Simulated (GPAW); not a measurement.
Wanted: an ASE script for a GPAW 26.7.0 run.

- Task: single point
- Functional: PBE
- Potentials or basis: GPAW PAW data sets (gpaw-data 1.2.1)
- Cutoff: 600 eV
- Basis: pw
- k mesh: 12 × 12 × 12
- Occupations: fermi-dirac, width 0.05 eV
- Spin: no spin polarisation
- Maxiter: 150

The system is Sb.

```
CELL_PARAMETERS angstrom
-1.57654 1.57654 2.71194
1.57654 -1.57654 2.71194
1.57654 1.57654 -2.71194
ATOMIC_POSITIONS crystal
Sb 0.00000 0.00000 0.00000
```

This isn't the form of Sb at room conditions, which is rhombohedral.

The input as run:

run.py

```python
from ase import Atoms
from ase.dft.bandgap import bandgap
from ase.io import write
from ase.units import GPa
from gpaw import GPAW, PW

atoms = Atoms(['Sb'],
              cell=[[-1.5765401831, 1.5765401831, 2.7119384313],
                    [1.5765401831, -1.5765401831, 2.7119384313],
                    [1.5765401831, 1.5765401831, -2.7119384313]],
              scaled_positions=[[0.0, 0.0, 0.0]],
              pbc=True)

calc = GPAW(mode=PW(600),
            xc='PBE',
            kpts={'size': (12, 12, 12), 'gamma': True},
            occupations={'name': 'fermi-dirac', 'width': 0.05},
            nbands=15,
            convergence={'density': 1e-05, 'energy': 1e-05},
            maxiter=150,
            txt='gpaw.txt')
atoms.calc = calc
energy = atoms.get_potential_energy()
forces = atoms.get_forces()
stress = atoms.get_stress()
calc.write('gs.gpw')
write('result.traj', atoms)
print(f'Energy: {energy:.6f} eV')
print('Forces (eV/A):')
print(forces.round(4))
print('Stress (GPa):', (stress / GPa).round(3))
print('Fermi level:', round(calc.get_fermi_level(), 4), 'eV')
print(f'Gap: {bandgap(calc)[0]:.4f} eV, direct: {bandgap(calc, direct=True)[0]:.4f} eV')
```

Potentials or basis: GPAW PAW data sets (gpaw-data 1.2.1), pw.

Command:

```bash
$ OMP_NUM_THREADS=1 python run.py
```

Results of the run:

The pressure is 1.5 GPa. The band gap on the k mesh is none (metal or under the smearing width).

It took 22 s on 1 thread of Arm Neoverse V2, with other jobs on the host, peak memory 0.18 GiB.
